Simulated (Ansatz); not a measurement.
## A vibration from a frozen displacement in SnO2

These are results of DFT PBE, scalar-relativistic, plane waves, PAW (Ansatz 0.2.0), not measurements. Settings: plane waves to 420 eV, k-mesh 6×6×8 (Γ-centred), Gaussian smearing 0.05 eV. No spin polarisation. Energies are free energies at this smearing, counted from the undisturbed cell; pressure is positive in compression.

The undisturbed cell (relaxed at this level):

```xyz
6
Lattice="4.8277 0.0000 0.0000 0.0000 4.8277 0.0000 0.0000 0.0000 3.2380" Properties=species:S:1:pos:R:3 pbc="T T T"
Sn    0.0000    0.0000    0.0000
Sn    2.4139    2.4139    1.6190
O     1.4802    1.4802    0.0000
O     0.9337    3.8941    1.6190
O     3.3475    3.3475    0.0000
O     3.8941    0.9337    1.6190
```

Atom 3 (O) is moved by x along the Cartesian unit vector (0.447, 0.447, -0.775); the cell and all other atoms stay fixed. The cell's volume is 75.47 Å³; the moved atoms weigh 15.999 u together and the others 285.417 u.

| x (Å) | ΔE (meV/cell) | total force on the moved atoms along the move (eV/Å) | pressure (GPa) |
| --- | --- | --- | --- |
| -0.3000 | 544.17 | 3.3576 | 2.0573 |
| -0.2000 | 255.65 | 2.3987 | 0.7134 |
| -0.1000 | 68.43 | 1.3176 | -0.0229 |
| 0.0000 | 0.00 | -0.0022 | 0.0011 |
| 0.0500 | 19.76 | -0.8086 | 0.3656 |
| 0.1000 | 83.20 | -1.7556 | 1.0119 |
| 0.1500 | 198.37 | -2.8858 | 1.9842 |
| 0.2000 | 375.74 | -4.2536 | 3.3351 |
| 0.2500 | 628.80 | -5.9264 | 5.1286 |
| 0.3000 | 974.87 | -7.9898 | 7.4411 |

Question: What frequency belongs to this motion?

Answer: The force constant is k = −dF/dx = 15.151 eV/Å², from the parabola through x = -0.1000, 0 and 0.0500. In every cell the moved atoms swing against the rest, so the mass is μ = m₁m₂/(m₁ + m₂) = 15.150 u, and ν̃ = 521.5 cm⁻¹ × √(|k|/μ) = 521 cm⁻¹. Steps this long are already anharmonic: the energies of the same points give k = 14.394 eV/Å², so the harmonic k is uncertain by that gap or more. The pattern needn't be a normal mode: ν̃² is then a weighted mean of the squared nonzero frequencies at the zone centre of this cell, taken without macroscopic field, so it lies between the lowest and the highest of them.

Question: How far does the harmonic law reach?

Answer: At x = -0.300 Å, kx²/2 = 681.80 meV against the computed 544.17 meV (-20.2 %): the well softens in this direction at large amplitude.

Cost: 10 runs of about 3.7 core-minutes in all, on Arm Neoverse V1 (shared hosts).

The well is markedly lopsided: at the largest displacements the energy cost is 974.87 meV on the positive side against 544.17 meV on the negative. The geometry explains this, since the chosen direction runs along one Sn–O bond. Positive x drives the oxygen straight at that tin atom, where Pauli repulsion between the filled shells rises steeply. Negative x stretches the same bond, and the resulting compression falls mostly on another Sn–O bond, which is met obliquely. The softening is therefore one-sided, and the opposite branch hardens.

The pressure carries the same odd term, but it is clearly positive at both ends. This suggests that the restoring force would weaken in a larger cell, as is usual for bond-stretching motion. The frequency is best read as a measure of the stiffness oxygen feels along a polar-covalent Sn–O bond, in the range expected for stretching in this oxide. The asymmetry alone doesn't establish the sign of the thermal expansion, which depends on all modes across the Brillouin zone.
